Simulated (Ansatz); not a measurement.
**Ca (sc type): how the settings move a single-point run**

Question: which choices in the input matter for Ca (sc type)?

Method: reference: DFT, PBE, PAW with Ansatz's default frozen-core files, scalar-relativistic, in Ansatz 0.2.0.

## 1. The starting structure

Symmetry: Pm-3m, No. 221, cubic system. Conventional cell: a = 3.460 Å, b = 3.460 Å, c = 3.460 Å, α = 90.00°, β = 90.00°, γ = 90.00°. Ca (site symmetry m-3m) is surrounded by 6 Ca at 3.46 Å.

Structure file:

```cif
data_structure
_symmetry_space_group_name_H-M 'Pm-3m'
_symmetry_Int_Tables_number 221
_cell_length_a 3.4605
_cell_length_b 3.4605
_cell_length_c 3.4605
_cell_angle_alpha 90.000
_cell_angle_beta 90.000
_cell_angle_gamma 90.000
_cell_volume 41.44
loop_
_atom_site_label
_atom_site_type_symbol
_atom_site_symmetry_multiplicity
_atom_site_Wyckoff_symbol
_atom_site_fract_x
_atom_site_fract_y
_atom_site_fract_z
_atom_site_occupancy
Ca1 Ca 1 a 0.00000 0.00000 0.00000 1
```

## 2. Reference

The input, input.yaml:

```yaml
crystal:
  lattice:
    - [3.4604781773, 0.0, 0.0]
    - [0.0, 3.4604781773, 0.0]
    - [0.0, 0.0, 3.4604781773]
  atoms:
    - { symbol: Ca, position: [0.0, 0.0, 0.0] }
kpoints:
  mp_grid: { grid: [13, 13, 13] }
scf:
  occupations: { method: fermi_dirac, width: 0.05 }
hamiltonian:
  xc: pbe
  pseudopotentials: { kind: paw }
output:
  forces: true
  stress: true
  eigenvalues: true
  efg: { contact_densities: true }
```

Command:

```bash
> ansatz run input.yaml --threads 1 --pin off --max-ram 2048MiB --backend cpu --events-out ev --progress --plain --runs-dir out
```

## 3. Variant: starting moments, mp_grid.shift [0.5, 0.5, 0.5], occupations.method cold, occupations.width 0.2, spin_polarized true

The input, input.yaml:

```yaml
crystal:
  lattice:
    - [3.4604781773, 0.0, 0.0]
    - [0.0, 3.4604781773, 0.0]
    - [0.0, 0.0, 3.4604781773]
  atoms:
    - { symbol: Ca, position: [0.0, 0.0, 0.0], spin: 2.0 }
kpoints:
  mp_grid: { grid: [13, 13, 13], shift: [0.5, 0.5, 0.5] }
scf:
  occupations: { method: cold, width: 0.2 }
hamiltonian:
  xc: pbe
  pseudopotentials: { kind: paw }
output:
  forces: true
  stress: true
  eigenvalues: true
  efg: { contact_densities: true }
magnetization:
  spin_polarized: true
```

## 4. Variant: lower_state_search off

input.yaml: that of step 2 with these lines changed.

```diff
@@ -11,2 +11,3 @@
   occupations: { method: fermi_dirac, width: 0.05 }
+  lower_state_search: "off"
 hamiltonian:
```

What does the calculation give? Wanted: for each run, ending; energy change; pressure; gap; force.

As calculated:

```tsv
run	ending	energy change	pressure (GPa)	gap (eV)	force (eV/Å)	cycles	time
reference	converged	0	0.6	0.00	0.00	6	3.6 s
1: starting moments, mp_grid.shift [0.5, 0.5, 0.5], occupations.method cold, occupations.width 0.2, spin_polarized true	converged	0.0 meV/atom (σ→0)	0.5	0.00	0.00	14	11 s
2: lower_state_search off	converged	0.0 meV/atom	0.6	0.00	0.00	6	3.6 s
```

Residual by cycle in the longest SCF loop of each run; runs are numbered as in the table. The quantity is the density residual dr2, in eV.

```tsv
cycle	reference	run 1	run 2
1	0.00246	0.0335	0.00246
2	0.00122	0.0235	0.00122
3	1.0e-4	0.00292	1.0e-4
5	1.2e-7	1.7e-5	1.2e-7
6	1.8e-9	1.0e-5	1.8e-9
7	-	1.7e-6	-
8	-	2.1e-6	-
9	-	1.9e-7	-
10	-	3.5e-8	-
12	-	2.0e-8	-
13	-	2.8e-10	-
14	-	1.6e-12	-
```

What this shows: Of the converged runs whose energies compare with the reference's, none moves it noticeably. Of the variants the dearest is «starting moments, mp_grid.shift [0.5, 0.5, 0.5], occupations.method cold, occupations.width 0.2, spin_polarized true» (11 s), the cheapest «lower_state_search off» (3.6 s), on a shared host.
